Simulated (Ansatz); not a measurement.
# Ti (Fm-3m) in Ansatz: band structure with LDA

Aim: the band structure of Ti with LDA.

Program: Ansatz 0.2.0. These are calculated values, not measurements. Logs are shortened: lines on timing, memory, paths and dates and some standing lists are left out, and cuts for length are marked.

## (1) The crystal as given

It takes space group Fm-3m (No. 225, cubic). The conventional cell has a = 4.060 Å, b = 4.060 Å, c = 4.060 Å, α = 90.00°, β = 90.00°, γ = 90.00°. Around Ti (site symmetry m-3m) lie 12 Ti at 2.87 Å.

This isn't the form of Ti at room conditions, which is hcp.

## (2) Band structure, LDA

Contents of input.yaml:

```yaml
crystal:
  lattice:
    - [0.0, 2.03, 2.03]
    - [2.03, 0.0, 2.03]
    - [2.03, 2.03, 0.0]
  atoms:
    - { symbol: Ti, position: [0.0, 0.0, 0.0] }
kpoints:
  mp_grid: { grid: [11, 11, 11] }
  band_path:
    path:
      - [0.0, 0.0, 0.0]
      - [0.5, 0.0, 0.5]
      - [0.5, 0.25, 0.75]
      - [0.375, 0.375, 0.75]
      - [0.0, 0.0, 0.0]
      - [0.5, 0.5, 0.5]
      - [0.625, 0.25, 0.625]
      - [0.5, 0.25, 0.75]
    npoints: 6
scf:
  occupations: { method: methfessel_paxton, width: 0.2 }
hamiltonian:
  xc: lda
  pseudopotentials: { kind: all_electron, lapw: { basis_error: 0.001 } }
output:
  forces: true
  stress: true
  eigenvalues: true
```

Potentials or basis: all-electron LAPW, scalar-relativistic.

Launch:

```
$ ansatz run input.yaml --threads 1 --pin off --max-ram 3072MiB --backend cpu --events-out ev --progress --plain --runs-dir out
```

Log:

```text
Warning: RAYON_NUM_THREADS=1 ignored (pool sized by the plan → 1); use --threads N
LAPW: plane waves up to 7.674 Å⁻¹, error target 1.0e-3 eV per atom; small_component_spin mean_spin; Ti in spheres of 1.435 Å, 12 of its electrons in bands, Dirac shells [] (how accurate: hamiltonian.pseudopotentials.lapw.basis_error, Limitations)
Engine: ansatz 0.2.0, aarch64-unknown-linux-gnu
Pseudopotentials: kind: all_electron
Pseudopotential: Ti, LAPW, valence charge 12, lapw/all_electron/scalar/gaussian/Ti, Koelling and Harmon's equation, gaussian nucleus
Functional definition: SPW92
  exchange = slater_x
  correlation = pw_c
Crystal: 1 atoms, lattice volume = 16.731 Å³
Basis set: ecut = 224.3844327761763 eV, 137 PW (Γ), exchange–correlation at level 2
Bands: 10, of which v1, the nominal top of the filled ones, is band 6 counted from 1 (5 counted from 0)
Symmetry: 48 space group operations
Space group: Fm-3m (ITA 225), of the structure as read, at distance tolerance 2.6e-5 Å
k-points: 56 of 1331
Non-local potential: Ti, projectors of the file, none
Initial density: superposition of atomic densities (chi_scale 0.1, normalization cell)
Initial wavefunctions: plane waves of lowest kinetic energy (no species holds an atomic orbital)
Functional: x = slater, c = lda
iter 1 solved again at ethr=3.23e-4 eV; its pass at ethr=1.00e-1 eV (dr2=3.88e-2 eV) is discarded
SCF iter   1: F=—  HF=-23184.157532 eV  |F-HF|=—  |Δ(HF+E_count)|=         —  Δρ=1.97e-2  dr2=3.95e-2  ethr=3.23e-4  ⟨swp⟩=2.9  Hψ=4177  notcnv=0
preconditioner: auto → none  [metal: Δε(μ)=0.033 eV  Ē_g=4.594 eV  σ=0.200 eV  W_gap=0.14  n_scr=0 (ndim 8)  ℏωp=18.2 eV  f_vac=0.000  D(μ)=1.49/eV (n_scr^D=14)]
iter 2 solved again at ethr=1.10e-5 eV; its pass at ethr=3.23e-4 eV (dr2=1.32e-3 eV) is discarded
SCF iter   2: F=—  HF=-23184.019652 eV  |F-HF|=—  |Δ(HF+E_count)|=   1.38e-1  S|Δr|=    0.00e0  Δρ=3.25e-3  dr2=1.32e-3  ethr=1.10e-5  ⟨swp⟩=2.0  Hψ=2925  notcnv=0
SCF iter   3: F=—  HF=-23184.006467 eV  |F-HF|=—  |Δ(HF+E_count)|=   1.32e-2  S|Δr|=    0.00e0  Δρ=2.98e-3  dr2=8.22e-4  ethr=1.10e-5  ⟨swp⟩=2.9  Hψ=1701  notcnv=0
SCF iter   4: F=—  HF=-23184.006155 eV  |F-HF|=—  |Δ(HF+E_count)|=   3.12e-4  S|Δr|=    0.00e0  Δρ=2.18e-4  dr2=4.37e-6  ethr=6.85e-6  ⟨swp⟩=2.0  Hψ=1643  notcnv=0
SCF iter   5: F=—  HF=-23184.006154 eV  |F-HF|=—  |Δ(HF+E_count)|=   9.44e-7  S|Δr|=    0.00e0  Δρ=3.50e-5  dr2=1.70e-7  ethr=3.64e-8  ⟨swp⟩=2.0  Hψ=1643  notcnv=0
SCF iter   6: F=-23184.006154 eV  HF=-23184.006154 eV  |F-HF|=4.73e-11  |Δ(HF+E_count)|=   2.44e-8  S|Δr|=    0.00e0  Δρ=1.72e-6  dr2=4.32e-10  ethr=1.41e-9  ⟨swp⟩=2.1  Hψ=1649  notcnv=0
SCF 1 converged in 6 iterations: F = -23184.006154 eV  dr2 = 4.32e-10
NSCF: frozen V_eff on 43 k-points
SCF converged after 6 iterations
Stability not checked: this state was not tested for a lower state beside it, because cold or Methfessel-Paxton smearing, or corrected tetrahedra, fill the levels in a way that the test cannot read (fill_not_monotonic; see scf.lower_state_search)
Free energy (F): -23184.006154 eV
Harris-Foulkes:  -23184.006154 eV  (|F-HF|=4.73e-11)
Internal energy: -23184.010885 eV  (E = F + TS)
E sigma→0 (E₀):  -23184.007337 eV
Entropy (-TS):   0.004730 eV (4.730 meV/atom)
Fermi energy:    13.990833 eV
--- Per-component energies (eV) ---
  E_band       = -145.153835
  E_kinetic    = 23393.450542
  E_xc         = -1097.885451
  E_electrostatic = -45479.575976  (all electrons and nuclei)
  E_smearing   = 0.004730  (= −TS)
  E_closure    = 0.000000  (closes the sum)
  E_atoms      = -23176.557099  (free atoms, spherical and without spin; not in F)
  Σ components = -23184.006154   (vs F -23184.006154, Δ=0.00e0)
  Basis errors (estimates in eV, not in F): energy 1.1e-4 per atom: plane waves 8.2e-5 (4.1e-5 summed), levels above the bands 0.0e0, relativity 2.5e-9, radial functions 2.6e-5, core shells 3.1e-8; eigenvalues (radial functions only) 1.3e-6; not estimated: angular momenta, meshes, grids; target (lapw.basis_error) 1.0e-3; muffin-tin radii Ti 1.435 Å
--- Forces (eV/Å), atoms counted from 1 ---
  atom   1  Ti     0.00000000     0.00000000    -0.00000000
  max |Σ_I F_I| component: 1.15e-31 eV/Å
--- Stress (GPa, compression-positive) ---
       -5.187826       0.000000       0.000000
        0.000000      -5.187826      -0.000000
        0.000000      -0.000000      -5.187826
  P = ⅓ Tr σ = -5.1878 GPa (-51.878 kbar)
--- Band table (eV; the first three rows and the last of 56) ---
  k-point 0: bands = ["-42.0335", "-18.1565", "-18.1565", "-18.1565", "7.8959", "14.8639", "14.8639", "14.8639", "16.5602", "16.5602"]
  k-point 1: bands = ["-42.0217", "-18.2210", "-18.1645", "-18.1645", "8.1710", "14.6968", "14.9618", "14.9618", "16.4993", "16.4993"]
  k-point 2: bands = ["-41.9899", "-18.3917", "-18.1858", "-18.1858", "8.9390", "14.3146", "15.1325", "15.1325", "16.4617", "16.4617"]
  k-point 55: bands = ["-41.8351", "-18.6848", "-18.6427", "-18.4238", "12.4034", "13.3039", "13.8627", "16.2110", "17.9240", "22.4527"]
```

It took 4 s on 1 thread of Arm Neoverse V1, shared host; peak memory 0.23 GiB.

What came out:

```yaml
Free_energy: -23184.0062 eV
Pressure: -5.2 GPa
Band_gap_along_the_path: none (metal or under the smearing width)
```

Levels at the corners of the path, in eV from the Fermi level:
| point | band 3 | band 4 | band 5 | band 6 | band 7 | band 8 | band 9 | band 10 |
| --- | --- | --- | --- | --- | --- | --- | --- | --- |
| Γ | -32.15 | -32.15 | -6.09 | 0.87 | 0.87 | 0.87 | 2.57 | 2.57 |
| X | -32.42 | -32.42 | -2.72 | -1.83 | 3.07 | 3.70 | 4.04 | 4.04 |
| W | -32.65 | -32.43 | -1.62 | -0.39 | -0.39 | 2.18 | 4.05 | 8.75 |
| K | -32.59 | -32.36 | -1.83 | -1.28 | 0.75 | 2.66 | 3.60 | 7.51 |
| Γ | -32.15 | -32.15 | -6.09 | 0.87 | 0.87 | 0.87 | 2.57 | 2.57 |
| L | -32.25 | -32.25 | -2.67 | 0.73 | 0.73 | 0.82 | 3.73 | 3.73 |
| U | -32.59 | -32.36 | -1.83 | -1.28 | 0.75 | 2.66 | 3.60 | 7.51 |
| W | -32.65 | -32.43 | -1.62 | -0.39 | -0.39 | 2.18 | 4.05 | 8.75 |
